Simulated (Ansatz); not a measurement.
# BaTe (rocksalt): gap against strain (biaxial in x and y, z held)

Rocksalt BaTe, relaxed with r2SCAN in Ansatz, then strained (biaxial in x and y, z held; changes of length per length, axes as in the cell below) with the atoms relaxed again within the symmetry that is left. It is cubic, Fm-3m (No. 225); a = 7.065 Å in the conventional setting, 44.08 Å³ an atom. Ba has 6 Te at 3.53 Å; Te has 6 Ba at 3.53 Å. No spin polarisation and no zero-point or thermal motion.

```
CELL_PARAMETERS angstrom
0.00000 3.53239 3.53239
3.53239 0.00000 3.53239
3.53239 3.53239 0.00000
ATOMIC_POSITIONS crystal
Ba 0.00000 0.00000 0.00000
Te 0.50000 0.50000 0.50000
```

Gaps are the least over each mesh (PBE 6×6×6, r2SCAN 6×6×6, HSE06 4×4×4 when unstrained) and the special points, which keep their unstrained names; stress is the change from the unstrained cell, compression positive.

```csv
strain (%),"gap, PBE (eV)","gap, r2SCAN (eV)","gap, HSE06 (eV)","edges, HSE06","in-plane stress, r2SCAN (GPa)","energy rise, r2SCAN (meV/atom)"
0.0,1.655,2.004,2.347,Γ → X,0.00,0.0
+1.12,1.680,2.026,2.375,Γ → X,-0.85,2.8
+3.13,1.724,2.065,2.426,Γ → X,-2.08,19.9
+4.09,1.745,2.083,2.449,Γ → X,-2.54,32.7
+5.77,1.780,2.115,2.488,Γ → X,-3.21,60.9
```

Q: Estimate the row for a strain of -1.18 %.

A:
```csv
strain (%),"gap, PBE (eV)","gap, r2SCAN (eV)","gap, HSE06 (eV)","edges, HSE06","in-plane stress, r2SCAN (GPa)","energy rise, r2SCAN (meV/atom)"
-1.18,1.600,1.948,2.289,Γ → X,+1.05,3.2
```

Between zero and the nearest strains the slope of the HSE06 gap against strain is +0.049 eV per percent for negative and +0.026 for positive strain.

No spin-orbit coupling is included; it can move band edges with weight on the heavy atoms by tenths of an eV.

The meshes of the hybrids are coarse, so their gaps aren't converged to the digits shown.
